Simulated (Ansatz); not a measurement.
## Ansatz 0.2.0, relaxation: TiPbO₃

input.yaml:

```yaml
crystal:
  lattice:
    - [3.90146547, 0.0, 0.0]
    - [0.0, 3.90146547, 0.0]
    - [0.0, 0.0, 4.08195713]
  atoms:
    - { symbol: Pb, position: [0.0, 0.0, 0.0] }
    - { symbol: Ti, position: [0.5, 0.5, 0.5325] }
    - { symbol: O, position: [0.5, 0.5, 0.096] }
    - { symbol: O, position: [0.5, 0.0, 0.596] }
    - { symbol: O, position: [0.0, 0.5, 0.596] }
  symmetry: { tolerance: 0.0003 }
kpoints:
  mp_grid: { grid: [8, 8, 6], shift: [0, 0, 0] }
magnetization:
  spin_polarized: false
scf:
  occupations: { method: fermi_dirac, width: 0.0631 }
  lower_state_search: "off"
hamiltonian:
  pseudopotentials: { kind: paw }
  xc: r2scan
basis:
  ecutwfc: 500
  fft_grid_basis: typed
relax:
  max_steps: 40
  cell: { p_target: 0.0 }
output:
  forces: true
  stress: true
  eigenvalues: true
  bader: true
  populations: true
  elf: true
  write_potential: true
  volumetric_format: npy
  dos:
    e_range: [-12, 8]
    de: 0.05
    projected: { site_lists: { O: [O], Pb: [Pb], Ti: [Ti] } }
  write_density: true
checkpoint:
  read: saved_state
```

The command:

```bash
ansatz run input.yaml --threads 2 --pin off --max-ram 2560MiB --backend cpu --events-out ev --progress --plain --runs-dir out
```

Origin of the cell: a database entry, scaled a little.

The saved state is a converged single point of the same cell.

Steps («new basis» is an SCF on plane waves selected anew at the same cell):

| step | ΔF (meV/atom) | max force component (eV/Å) | P (GPa) | volume (Å³) | SCF iterations | step was |
| --- | --- | --- | --- | --- | --- | --- |
| 1 | 0.0 | 0.229 | 1.75 | 62.13 | 6 | accepted |
| 2 | -2.3 | 0.278 | 0.28 | 62.76 | 7 | accepted |
| 3 | -3.6 | 0.358 | -0.31 | 63.16 | 6 | accepted |
| 4 | -4.9 | 0.393 | -0.64 | 63.87 | 7 | accepted |
| 5 | -7.1 | 0.143 | -0.82 | 65.08 | 8 | accepted |
| 6 | -8.2 | 0.269 | 0.44 | 65.71 | 7 | accepted |
| 7 | -8.7 | 0.106 | -0.18 | 66.00 | 7 | accepted |
| 8 | -8.7 | 0.073 | 0.40 | 65.80 | 5 | rejected |
| 9 | -8.7 | 0.014 | -0.08 | 66.07 | 9 | accepted |
| 10 | -8.7 | 0.001 | 0.00 | 66.03 | 5 | accepted |
| 11 | -9.3 | 0.001 | 0.03 | 66.03 | 7 | new basis |
| 12 | -9.3 | 0.002 | 0.01 | 66.14 | 7 | accepted |
| 13 | -9.3 | 0.006 | 0.00 | 66.24 | 9 | accepted |
| 14 | -9.3 | 0.005 | 0.00 | 66.24 | 5 | new basis |

Step 1, with forces in eV/Å:

```xyz
5
Lattice="3.901 0.000 0.000 0.000 3.901 0.000 0.000 0.000 4.082" Properties=species:S:1:pos:R:3:forces:R:3 pbc="T T T" step=1
Pb    0.000    0.000    0.000    0.000    0.000   -0.105
Ti    1.951    1.951    2.174    0.000    0.000   -0.084
O     1.951    1.951    0.392    0.000    0.000   -0.229
O     1.951    0.000    2.433    0.000    0.000    0.209
O     0.000    1.951    2.433    0.000    0.000    0.209
```

Step 2, with forces in eV/Å:

```xyz
5
Lattice="3.910 0.000 0.000 0.000 3.910 0.000 0.000 0.000 4.106" Properties=species:S:1:pos:R:3:forces:R:3 pbc="T T T" step=2
Pb    0.000    0.000   -0.026    0.000    0.000   -0.039
Ti    1.955    1.955    2.183    0.000    0.000   -0.278
O     1.955    1.955    0.394    0.000    0.000    0.086
O     1.955    0.000    2.462    0.000    0.000    0.115
O     0.000    1.955    2.462    0.000    0.000    0.115
```

Step 3, with forces in eV/Å:

```xyz
5
Lattice="3.907 0.000 0.000 0.000 3.907 0.000 0.000 0.000 4.137" Properties=species:S:1:pos:R:3:forces:R:3 pbc="T T T" step=3
Pb    0.000    0.000   -0.046    0.000    0.000   -0.026
Ti    1.954    1.954    2.183    0.000    0.000   -0.261
O     1.954    1.954    0.394    0.000    0.000    0.358
O     1.954    0.000    2.501    0.000    0.000   -0.035
O     0.000    1.954    2.501    0.000    0.000   -0.035
```

Step 4, with forces in eV/Å:

```xyz
5
Lattice="3.904 0.000 0.000 0.000 3.904 0.000 0.000 0.000 4.191" Properties=species:S:1:pos:R:3:forces:R:3 pbc="T T T" step=4
Pb    0.000    0.000   -0.086    0.000    0.000    0.102
Ti    1.952    1.952    2.202    0.000    0.000   -0.378
O     1.952    1.952    0.422    0.000    0.000    0.393
O     1.952    0.000    2.546    0.000    0.000   -0.058
O     0.000    1.952    2.546    0.000    0.000   -0.058
```

Step 5, with forces in eV/Å:

```xyz
5
Lattice="3.890 0.000 0.000 0.000 3.890 0.000 0.000 0.000 4.300" Properties=species:S:1:pos:R:3:forces:R:3 pbc="T T T" step=5
Pb    0.000    0.000   -0.129    0.000    0.000    0.058
Ti    1.945    1.945    2.225    0.000    0.000   -0.031
O     1.945    1.945    0.473    0.000    0.000    0.143
O     1.945    0.000    2.629    0.000    0.000   -0.084
O     0.000    1.945    2.629    0.000    0.000   -0.084
```

Step 6, with forces in eV/Å:

```xyz
5
Lattice="3.860 0.000 0.000 0.000 3.860 0.000 0.000 0.000 4.410" Properties=species:S:1:pos:R:3:forces:R:3 pbc="T T T" step=6
Pb    0.000    0.000   -0.162    0.000    0.000    0.039
Ti    1.930    1.930    2.258    0.000    0.000    0.269
O     1.930    1.930    0.527    0.000    0.000   -0.244
O     1.930    0.000    2.703    0.000    0.000   -0.032
O     0.000    1.930    2.703    0.000    0.000   -0.032
```

Step 7, with forces in eV/Å:

```xyz
5
Lattice="3.846 0.000 0.000 0.000 3.846 0.000 0.000 0.000 4.463" Properties=species:S:1:pos:R:3:forces:R:3 pbc="T T T" step=7
Pb    0.000    0.000   -0.162    0.000    0.000    0.005
Ti    1.923    1.923    2.283    0.000    0.000   -0.106
O     1.923    1.923    0.536    0.000    0.000    0.103
O     1.923    0.000    2.734    0.000    0.000   -0.001
O     0.000    1.923    2.734    0.000    0.000   -0.001
```

Step 14, with forces in eV/Å:

```xyz
5
Lattice="3.842 0.000 0.000 0.000 3.842 0.000 0.000 0.000 4.487" Properties=species:S:1:pos:R:3:forces:R:3 pbc="T T T" step=14
Pb    0.000    0.000   -0.172    0.000    0.000    0.003
Ti    1.921    1.921    2.290    0.000    0.000   -0.005
O     1.921    1.921    0.549    0.000    0.000   -0.005
O     1.921    0.000    2.751    0.000    0.000    0.004
O     0.000    1.921    2.751    0.000    0.000    0.004
```

```yaml
Free_energy_lowered_by: 9.3 meV/atom
Volume_change: 6.61 %
Final_pressure: 0.00 GPa
Relaxation_steps_listed: 14
Formation_energy_elements_under_the_same_functional_gases_as_molecules_uncorrected: -2.548 eV/atom
```

Caveats: no spin-orbit coupling, though heavy elements are present; the relaxation held the start's symmetry, so the end may be a saddle point.

The run took 4.2 min on 2 threads of Arm Neoverse V1, on a shared host, peak memory 0.54 GiB, from a saved density.
